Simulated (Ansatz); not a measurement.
## A series in volume scale on Zn

All results are calculated (Ansatz 0.2.0). Periodic Kohn-Sham DFT of a crystal at fixed atoms, scaled to volume_scale times the given cell; pressure positive in compression, energy less spherical unpolarised free atoms, largest_vzz the field gradient of largest size among the nuclei.

The cell before it is scaled or strained (space group P6_3/mmc, No. 194):
```
Zn
1.0
      2.6144     0.0000     0.0000
     -1.3072     2.2641     0.0000
      0.0000     0.0000     4.8732
Zn
2
Direct
  0.33333 0.66667 0.25000
  0.66667 0.33333 0.75000
```

Settings of every row: method all-electron LAPW; functional PBEsol; relativity scalar; k mesh 18x18x9; filling fermi-dirac; smearing width 0.03 eV; basis error target 0.5 meV/atom; nucleus gaussian.

Atom start moment: 0 on all atoms.

| row | volume scale | V (Å³/atom) | energy less free atoms (eV/atom) | pressure (GPa) |
| --- | --- | --- | --- | --- |
| 1 | 0.9405 | 13.565 | -1.5735 | 4.838 |
| 2 | 0.98 | 14.134 | -1.5827 | 0.488 |
| 3 | 1 | 14.423 | -1.5818 | -1.345 |
| 4 | 1.02 | 14.711 | -1.5779 | -2.965 |
| 5 | 1.06 | 15.288 | ? | ? |

Question: what energy less free atoms and pressure should row 5 give?

Worked fit of energy less free atoms. Take u = (V_r/V)^(2/3) − 1 with V_r = 14.279 Å³ an atom, which is twice the finite (Eulerian) strain; such expansions in the strain, on which the Birch-Murnaghan equation of state is built, carry the rest volume and the bulk modulus. The shown rows have u = 0.03479, 0.00683, -0.00667, -0.01967. Least squares give energy less free atoms = −1.58268 − 0.0607 × u + 9.322 × u² eV/atom; a straight line predicts inner rows, each left out in turn, worse (root mean square 0.0042 against 0.00012 eV/atom). The rows lie off it by 0.0000, 0.0000, 0.0001, 0.0000. The withheld row has u = -0.0445, so the fit gives −1.58268 − 0.0607 × (-0.0445) + 9.322 × (-0.0445)² = -1.5615 eV/atom.

The calculation gave -1.5622 eV/atom. The fit lies 0.0007 eV/atom (3.4 % of the column's range) above it; its largest miss of a shown row is 0.0001 eV/atom. This row lies beyond the range of the fit.

Worked fit of pressure. Take u = (V_r/V)^(2/3) − 1 with V_r = 14.279 Å³ an atom, which is twice the finite (Eulerian) strain; such expansions in the strain, on which the Birch-Murnaghan equation of state is built, carry the rest volume and the bulk modulus. The shown rows have u = 0.03479, 0.00683, -0.00667, -0.01967. Least squares give pressure = −0.461 + 136.274 × u + 460.64 × u² GPa; a straight line predicts inner rows, each left out in turn, worse (root mean square 0.21 against 0.0091 GPa). The rows lie off it by 0.000, -0.003, 0.004, -0.002. The pressure vanishes at u = 0.0033, or V = 14.21 Å³ an atom, and there the bulk modulus at fixed shape and fractions is B = −V dP/dV = (2/3)(1 + u) dP/du = 93.2 GPa. Letting shape and atoms relax would as a rule lower it, by much in layered, chain or molecular crystals. The withheld row has u = -0.0445, so the fit gives −0.461 + 136.274 × (-0.0445) + 460.64 × (-0.0445)² = -5.613 GPa.

The calculation gave -5.652 GPa. The fit lies 0.039 GPa (0.37 % of the column's range) above it; its largest miss of a shown row is 0.004 GPa. This row lies beyond the range of the fit.
